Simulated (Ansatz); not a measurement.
Structures of SnSe2: which is lowest?

Plane-wave DFT in Ansatz with scalar-relativistic PAW potentials, cutoff 420 eV, Γ-centred meshes chosen by cell and gap, Gaussian smearing with energies taken to zero width. Every cell was relaxed (cell and atoms) in a run of its own, within the symmetry of its start. Functional: LDA.

Relaxed structures (starts from databases or built by putting these elements on another compound's sites):
A. P-3m1, 3 atoms in the computed cell, a = 3.799 Å, c = 5.898 Å; sites (symmetry × multiplicity) Sn -3m. × 1, Se 3m. × 2; start: database
B. Pnnm, 6 atoms in the computed cell, a = 6.166 Å, b = 6.278 Å, c = 3.917 Å; sites (symmetry × multiplicity) Sn ..2/m × 2, Se ..m × 4; start: built

Rank them by energy. Could pressure change the order?

```tsv
structure	group	E − E(lowest) (meV/atom)	V (Å³/atom)	gap on mesh (eV)
A	P-3m1	0.0	24.57	0.17
B	Pnnm	157	25.28	0.00
```

A is lowest, 157 meV/atom under B. The lowest is also the densest of these, so pressure wouldn't bring one of the others in at first order. Other structures may lie lower than all of these, and vibrations aren't counted.